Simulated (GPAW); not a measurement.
Runs of GPAW 26.7.0 on MoS2. The cell holds a slab with vacuum, 3 atoms: a = 3.184 Å, b = 3.184 Å, c = 17.335 Å, α = 90.00°, β = 90.00°, γ = 120.00°. 

| task | level | potentials or basis | spin | cell | k mesh | band path | band points | spin axis theta (degrees) | spin axis phi (degrees) | soc after scf | gap on the mesh (eV) | relaxed volume (Å³/atom) | largest force (eV/Å) |
| --- | --- | --- | --- | --- | --- | --- | --- | --- | --- | --- | --- | --- | --- |
| band structure | PBEsol | PAW data sets generated in the run's folder for this functional, pw | SOC, no magnetisation | as given | 10 × 10 × 2 | GMKGALHA,LM,KH | 100 | 90 | 45 | second variation | (b) | - | 0.15 |
| relaxation of cell and atoms | PBEsol+D3(BJ) | PAW data sets generated in the run's folder for this functional, pw | off | relaxed | 7 × 7 × 2 | - | - | - | - | - | 2.16 | 48.67 | 0.01 |
| band structure | r2SCAN | GPAW PAW data sets (gpaw-data 1.2.1), pw | off | as given | 8 × 8 × 2 | GMKGALHA,LM,KH | 80 | - | - | - | 1.84 | - | 0.03 |
| relaxation of cell and atoms | PBEsol+D3(BJ)+ATM | PAW data sets generated in the run's folder for this functional, pw | off | relaxed | 7 × 7 × 2 | - | - | - | - | - | 2.16 | (a) | 0.01 |
| band structure | PBEsol | PAW data sets generated in the run's folder for this functional, pw | off | as given | 10 × 10 × 2 | GMKGALHA,LM,KH | 100 | - | - | - | 1.71 | - | 0.15 |

Alike in all rows: cutoff (eV) 600; smearing fermi-dirac 0.05 eV.

Fill in the values left out.

(a) 48.70; (b) 1.70.

Caveats: later steps reuse the first step's grids (some runs); spin-orbit coupling was added after a scalar SCF, so levels and gaps hold it while energy, forces, pressure and moments don't (some runs); this program's spin-orbit splittings come out too wide for heavy elements (some runs); the PAW data sets were made with another functional, which shifts forces and pressure a little (some runs).

A k mesh can miss the band edges, and rows without SOC leave out spin-orbit coupling on Mo.
